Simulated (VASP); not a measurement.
# Pb (P4_2/mbc) in VASP: single point with PBE

Aim: the single point of Pb with PBE.

Everything below comes from runs of VASP 6.6.1. Logs are shortened: lines on timing, memory, paths and dates and some standing lists are left out, and cuts for length are marked.

## Step 1: Starting point

The structure is tetragonal, space group P4_2/mbc (No. 135). The conventional cell has a = 7.273 Å, b = 7.273 Å, c = 7.691 Å, α = 90.00°, β = 90.00°, γ = 90.00°. Around Pb (site symmetry m) lie 5 Pb at 3.25 to 3.35 Å. Pb (site symmetry 222) has 8 Pb at 3.34 to 3.35 Å as nearest neighbours.

This isn't the form of Pb at room conditions, which is fcc.

## Step 2: Single point, PBE

The input, INCAR:

```
PREC = Accurate ; ENCUT = 520
EDIFF = 1E-6 ; ISMEAR = 0
SIGMA = 0.1 ; LREAL = False
LASPH = True ; NELM = 100
ALGO = Fast ; ISIF = 2
LWAVE = False ; LCHARG = False
GGA = PE ; NBANDS = 96
```

The input, KPOINTS:

```
Automatic mesh
0
Gamma
  4 4 4
```

The input, POSCAR:

```
Pb
1.0
    7.2732670000      0.0000000000      0.0000000000
    0.0000000000      7.2732670000      0.0000000000
    0.0000000000      0.0000000000      7.6910920000
Pb
12
Direct
    0.3411560000      0.3425640000      0.5000000000
    0.1588440000      0.8425640000      0.5000000000
    0.6588440000      0.6574360000      0.5000000000
    0.8411560000      0.1574360000      0.5000000000
    0.6574360000      0.3411560000      0.0000000000
    0.8425640000      0.8411560000      0.0000000000
    0.3425640000      0.6588440000      0.0000000000
    0.1574360000      0.1588440000      0.0000000000
    0.0000000000      0.5000000000      0.7500000000
    0.5000000000      0.0000000000      0.7500000000
    0.0000000000      0.5000000000      0.2500000000
    0.5000000000      0.0000000000      0.2500000000
```

Potentials or basis: VASP PAW PBE potentials, release 64 (Pb_d).

Run with:

```bash
$ cat potpaw_PBE.64/Pb_d/POTCAR > POTCAR
$ mpirun -np 1 vasp_std > vasp.out
```

OUTCAR:

```text
PREC = Accurate
   ENCUT = 520
   EDIFF = 1E-6
   ISMEAR = 0
   LREAL = False
   LASPH = True
   NELM = 100
   ISIF = 2
   GGA = PE

 ion  position               nearest neighbor table
   1  0.341  0.343  0.500-   3 3.25   9 3.34  11 3.34  10 3.35  12 3.35   2 3.87   2 3.87   4 3.88
                             4 3.88
   2  0.159  0.843  0.500-   4 3.25  10 3.34  12 3.34  11 3.35   9 3.35   1 3.87   1 3.87   3 3.88
                             3 3.88
   3  0.659  0.657  0.500-   1 3.25   9 3.34  11 3.34  10 3.35  12 3.35   4 3.87   4 3.87   2 3.88
                             2 3.88
   4  0.841  0.157  0.500-   2 3.25  10 3.34  12 3.34  11 3.35   9 3.35   3 3.87   3 3.87   1 3.88
                             1 3.88
   5  0.657  0.341  0.000-   7 3.25  10 3.34  12 3.34  11 3.35   9 3.35   8 3.87   8 3.87   6 3.88
                             6 3.88
   6  0.843  0.841  0.000-   8 3.25   9 3.34  11 3.34  10 3.35  12 3.35   7 3.87   7 3.87   5 3.88
                             5 3.88
   7  0.343  0.659  0.000-   5 3.25  10 3.34  12 3.34  11 3.35   9 3.35   6 3.87   6 3.87   8 3.88
                             8 3.88
   8  0.157  0.159  0.000-   6 3.25   9 3.34  11 3.34  10 3.35  12 3.35   5 3.87   5 3.87   7 3.88
                             7 3.88
   9  0.000  0.500  0.750-   1 3.34   3 3.34   6 3.34   8 3.34   5 3.35   2 3.35   7 3.35   4 3.35
                            11 3.85  11 3.85
  10  0.500  0.000  0.750-   2 3.34   4 3.34   5 3.34   7 3.34   3 3.35   6 3.35   1 3.35   8 3.35
                            12 3.85  12 3.85
  11  0.000  0.500  0.250-   1 3.34   3 3.34   6 3.34   8 3.34   5 3.35   2 3.35   7 3.35   4 3.35
                             9 3.85   9 3.85
  12  0.500  0.000  0.250-   2 3.34   4 3.34   5 3.34   7 3.34   3 3.35   6 3.35   1 3.35   8 3.35
                            10 3.85  10 3.85

  LATTYP: Found a simple tetragonal cell.
 ALAT       =     7.2732670000
 C/A-ratio  =     1.0574466742

  Lattice vectors:

 A1 = (   7.2732670000,   0.0000000000,   0.0000000000)
 A2 = (   0.0000000000,   7.2732670000,   0.0000000000)
 A3 = (   0.0000000000,   0.0000000000,   7.6910920000)

Analysis of symmetry for initial positions (statically):
=====================================================================
 Subroutine PRICEL returns:
 Original cell was already a primitive cell.

 Routine SETGRP: Setting up the symmetry group for a
 simple tetragonal supercell.

 Subroutine GETGRP returns: Found 16 space group operations
 (whereof  4 operations were pure point group operations)
 out of a pool of 16 trial point group operations.

The static configuration has the point symmetry C_2h.
 The point group associated with its full space group is D_4h.

Analysis of symmetry for dynamics (positions and initial velocities):
=====================================================================
 Subroutine PRICEL returns:
 Original cell was already a primitive cell.

 Routine SETGRP: Setting up the symmetry group for a
 simple tetragonal supercell.

 Subroutine GETGRP returns: Found 16 space group operations
 (whereof  4 operations were pure point group operations)
 out of a pool of 16 trial point group operations.

The dynamic configuration has the point symmetry C_2h.
 The point group associated with its full space group is D_4h.

 Subroutine INISYM returns: Found 16 space group operations
 (whereof  4 operations are pure point group operations),
 and found     1 'primitive' translations

----------------------------------------------------------------------------------------

                                     Primitive cell

  volume of cell :     406.8619

  direct lattice vectors                    reciprocal lattice vectors
     7.273267000  0.000000000  0.000000000     0.137489797  0.000000000  0.000000000
     0.000000000  7.273267000  0.000000000     0.000000000  0.137489797  0.000000000
     0.000000000  0.000000000  7.691092000     0.000000000  0.000000000  0.130020548

  length of vectors
     7.273267000  7.273267000  7.691092000     0.137489797  0.137489797  0.130020548

  position of ions in fractional coordinates (direct lattice)
     0.341156000  0.342564000  0.500000000
     0.158844000  0.842564000  0.500000000
     0.658844000  0.657436000  0.500000000
     0.841156000  0.157436000  0.500000000
     0.657436000  0.341156000  0.000000000
     0.842564000  0.841156000  0.000000000
     0.342564000  0.658844000  0.000000000
     0.157436000  0.158844000  0.000000000
     0.000000000  0.500000000  0.750000000
     0.500000000  0.000000000  0.750000000
     0.000000000  0.500000000  0.250000000
     0.500000000  0.000000000  0.250000000

  ion indices of the primitive-cell ions
   primitive index   ion index
                 1           1
                 2           2
                 3           3
                 4           4
                 5           5
                 6           6
                 7           7
                 8           8
                 9           9
                10          10
                11          11
                12          12

----------------------------------------------------------------------------------------

 KPOINTS: Automatic mesh

Automatic generation of k-mesh.
 Grid dimensions read from file:
 generate k-points for:    4    4    4

 Generating k-lattice:

  Cartesian coordinates                     Fractional coordinates (reciprocal lattice)
     0.034372449  0.000000000  0.000000000     0.250000000  0.000000000  0.000000000
     0.000000000  0.034372449  0.000000000     0.000000000  0.250000000  0.000000000
     0.000000000  0.000000000  0.032505137     0.000000000  0.000000000  0.250000000

  Length of vectors
     0.034372449  0.034372449  0.032505137

  Shift w.r.t. Gamma in fractional coordinates (k-lattice)
     0.000000000  0.000000000  0.000000000

 Subroutine IBZKPT returns following result:
 ===========================================

 Found     18 irreducible k-points:

 Following reciprocal coordinates:
            Coordinates               Weight
  0.000000  0.000000  0.000000      1.000000
  0.250000  0.000000  0.000000      4.000000
  0.500000  0.000000  0.000000      2.000000
  0.250000  0.250000  0.000000      4.000000
  0.500000  0.250000  0.000000      4.000000
  0.500000  0.500000  0.000000      1.000000
[... 10 lines left out ...]
  0.500000  0.250000  0.500000      4.000000
  0.500000  0.500000  0.500000      1.000000
   k-points           NKPTS =     18   k-points in BZ     NKDIM =     18   number of bands    NBANDS=     96
   number of dos      NEDOS =    301   number of ions     NIONS =     12
   total plane-waves  NPLWV = 174960
   dimension x,y,z NGX =    54 NGY =   54 NGZ =   60
   dimension x,y,z NGXF=   108 NGYF=  108 NGZF=  120
   ions per type =              12
   NGX,Y,Z   is equivalent  to a cutoff of  12.34, 12.34, 12.97 a.u.
   NGXF,Y,Z  is equivalent  to a cutoff of  24.69, 24.69, 25.94 a.u.
 SYSTEM =  unknown system
   PREC   = accura    normal or accurate (medium, high low for compatibility)
   ISTART =      0    job   : 0-new  1-cont  2-samecut
   ICHARG =      2    charge: 1-file 2-atom 10-const
   ISPIN  =      1    spin polarized calculation?
   LNONCOLLINEAR =      F non collinear calculations
   LSORBIT =      F    spin-orbit coupling
   LASPH  =      T    aspherical Exc in radial PAW
   ENCUT  =  520.0 eV  38.22 Ry    6.18 a.u.  13.52 13.52 14.30*2*pi/ulx,y,z
   NELM   =    100;   NELMIN=  2; NELMDL= -5     # of ELM steps
   EDIFF  = 0.1E-05   stopping-criterion for ELM
   LREAL  =      F    real-space projection
   EDIFFG = 0.1E-04   stopping-criterion for IOM
   NSW    =      0    number of steps for IOM
   IBRION =     -1    ionic relax: 0-MD 1-quasi-New 2-CG
   NFREE  =      0    steps in history (QN), initial steepest desc. (CG)
   ISIF   =      2    stress and relaxation
   ISYM   =      2    0-nonsym 1-usesym 2-fastsym
   POTIM  = 0.5000    time-step for ionic-motion
   TEBEG  =    0.0;   TEEND  =   0.0 temperature during run
   PSTRESS=    0.0 pullay stress
   NELECT =     168.0000    total number of electrons
   NUPDOWN=      -1.0000    fix difference up-down
   EMIN   =  10.00;   EMAX   =-10.00  energy-range for DOS
   EFERMI =   0.00;   METHOD = LEGACY
   ISMEAR =     0;   SIGMA  =   0.10  broadening in eV -4-tet -1-fermi 0-gaus
   EFERMI_NEDOS =   21; number of points for ismear=-14 and -15
   IALGO  =     68    algorithm
   IMIX   =      4    mixing-type and parameters
     AMIX     =   0.40;   BMIX     =  1.00
     AMIX_MAG =   1.60;   BMIX_MAG =  1.00
  volume/ion in A,a.u.               =      33.91       228.80
  Fermi-wavevector in a.u.,A,eV,Ry     =   1.219071  2.303710 20.220073  1.486133
  Thomas-Fermi vector in A             =   2.354335
   LORBIT       =      0    0 simple, 1 ext, 2 COOP (PROOUT), +10 PAW based schemes
   GGA     = PE    functional components
   LHFCALC =     F    Hartree Fock is set to
   AEXX    =    0.0000 exact exchange contribution
   IVDW    =     0    specifies the selected vdW correction
   LEPSILON=     F    determine dielectric tensor
   LRPA    =     F    only Hartree local field effects (RPA)
 non-spin polarized calculation
 RMM-DIIS sequential band-by-band and
 Gauss-broadening in eV      SIGMA  =   0.10
  energy-cutoff  :      520.00
  volume of cell :      406.86
 maximum number of plane-waves:     10997
   NGX = 27   NGY = 27   NGZ = 29

 number of electron     168.0000052 magnetization

 Free energy of the ion-electron system (eV)
  ---------------------------------------------------
  ext. energy  EPLUGINS =         0.00000000
  ---------------------------------------------------
  free energy    TOTEN  =       -41.31342255 eV

  energy without entropy =      -41.28867854  energy(sigma->0) =      -41.30105054

 E-fermi :   6.0232     XC(G=0):  -9.5950

 val. band max:        5.9544257854   @ k =   0.5000   0.2500   0.5000
 cond. band min:       6.0931388719   @ k =   0.0000   0.0000   0.2500
 fundamental gap:      0.1387130865
 Fermi energy:         6.0232160953

 k-point     1 :       0.0000    0.0000    0.0000
  band No.  band energies     occupation
      1     -11.0978      2.00000
      2     -11.0884      2.00000
      3     -11.0884      2.00000
      4     -11.0759      2.00000
      5     -11.0655      2.00000
      6     -11.0655      2.00000
[... 88 lines left out ...]
     95       9.2382      0.00000
     96       9.3457      0.00000

 k-point     2 :       0.2500    0.0000    0.0000
  band No.  band energies     occupation
      1     -11.0948      2.00000
      2     -11.0934      2.00000
      3     -11.0785      2.00000
      4     -11.0762      2.00000
      5     -11.0654      2.00000
      6     -11.0640      2.00000
[... 1573 lines left out ...]
     95       8.8648      0.00000
     96       9.0259      0.00000

 k-point    18 :       0.5000    0.5000    0.5000
  band No.  band energies     occupation
      1     -11.0778      2.00000
      2     -11.0778      2.00000
      3     -11.0778      2.00000
      4     -11.0778      2.00000
      5     -11.0632      2.00000
      6     -11.0632      2.00000
[... 88 lines left out ...]
     95       9.7210      0.00000
     96       9.7308      0.00000

------------------------ aborting loop because EDIFF is reached ----------------------------------------

  FORCE on cell =-STRESS in cart. coord.  units (eV):
  Direction    XX          YY          ZZ          XY          YZ          ZX
  --------------------------------------------------------------------------------------
  -------------------------------------------------------------------------------------
  Total        0.8815626      0.8815626     -1.7963187      0.0000000     -0.0000000      0.0000000
  in kB        3.4714959      3.4714959     -7.0737042      0.0000000     -0.0000000      0.0000000
  external PRESSURE =      -0.0435708 kB  Pullay stress =       0.0000000 kB

 VOLUME and BASIS-vectors are now :
 -----------------------------------------------------------------------------
  energy-cutoff  :      520.00
  volume of cell :      406.86
      direct lattice vectors                 reciprocal lattice vectors
     7.273267000  0.000000000  0.000000000     0.137489797  0.000000000  0.000000000
     0.000000000  7.273267000  0.000000000     0.000000000  0.137489797  0.000000000
     0.000000000  0.000000000  7.691092000     0.000000000  0.000000000  0.130020548

 POSITION                                       TOTAL-FORCE (eV/Angst)
 -----------------------------------------------------------------------------------
      2.48132      2.49156      3.84555        -0.027126     -0.046833     -0.000000
      1.15531      6.12819      3.84555         0.027126     -0.046833     -0.000000
      4.79195      4.78171      3.84555         0.027126      0.046833      0.000000
      6.11795      1.14507      3.84555        -0.027126      0.046833      0.000000
      4.78171      2.48132      0.00000         0.046833     -0.027126     -0.000000
      6.12819      6.11795      0.00000        -0.046833     -0.027126     -0.000000
      2.49156      4.79195      0.00000        -0.046833      0.027126     -0.000000
      1.14507      1.15531      0.00000         0.046833      0.027126      0.000000
      0.00000      3.63663      5.76832         0.000000      0.000000     -0.000000
      3.63663      0.00000      5.76832         0.000000      0.000000     -0.000000
      0.00000      3.63663      1.92277         0.000000      0.000000     -0.000000
      3.63663      0.00000      1.92277         0.000000      0.000000     -0.000000
 -----------------------------------------------------------------------------------
    total drift:                               -0.000000      0.000000      0.000000

  FREE ENERGIE OF THE ION-ELECTRON SYSTEM (eV)
  ---------------------------------------------------
  free  energy   TOTEN  =       -41.3134225470 eV

  energy  without entropy=      -41.2886785389  energy(sigma->0) =      -41.30105054
```

It took 9 min on 1 thread of Intel Xeon 6975P-C (Granite Rapids), shared host; peak memory 0.69 GiB.

What came out:

```yaml
Free_energy: -41.3134 eV
Pressure: 0.0 GPa
Largest_force: 0.054 eV/Å
Band_gap_on_the_k_mesh: none (metal or under the smearing width)
```

Forces on the atoms (eV/Å):
```
Pb  -0.027 -0.047  0.000
Pb   0.027 -0.047  0.000
Pb   0.027  0.047  0.000
Pb  -0.027  0.047  0.000
Pb   0.047 -0.027  0.000
Pb  -0.047 -0.027  0.000
Pb  -0.047  0.027  0.000
Pb   0.047  0.027  0.000
Pb   0.000  0.000  0.000
Pb   0.000  0.000  0.000
Pb   0.000  0.000  0.000
Pb   0.000  0.000  0.000
```

Levels at points of the mesh, in eV from the Fermi level:
| k point | band 80 | band 81 | band 82 | band 83 | band 84 | band 85 | band 86 | band 87 | band 88 | band 89 |
| --- | --- | --- | --- | --- | --- | --- | --- | --- | --- | --- |
| (0.00, 0.00, 0.00) | -1.17 | -1.06 | -1.06 | -0.70 | -0.46 | 0.13 | 0.13 | 0.51 | 0.94 | 1.07 |
| (0.50, 0.00, 0.00) | -1.61 | -0.83 | -0.83 | -0.71 | -0.71 | 0.70 | 0.70 | 1.21 | 1.21 | 1.55 |
| (0.50, 0.50, 0.00) | -1.47 | -0.26 | -0.26 | 0.84 | 0.84 | 1.00 | 1.00 | 1.01 | 1.01 | 1.03 |
| (0.00, 0.00, 0.50) | -1.52 | -1.45 | -1.45 | -0.09 | -0.09 | -0.07 | -0.07 | 1.00 | 1.00 | 1.43 |
| (0.50, 0.00, 0.50) | -1.80 | 0.10 | 0.10 | 0.12 | 0.12 | 0.48 | 0.48 | 0.49 | 0.49 | 1.43 |
| (0.50, 0.50, 0.50) | -1.25 | -1.14 | -1.14 | -1.14 | -1.14 | -0.24 | -0.24 | -0.24 | -0.24 | 0.61 |
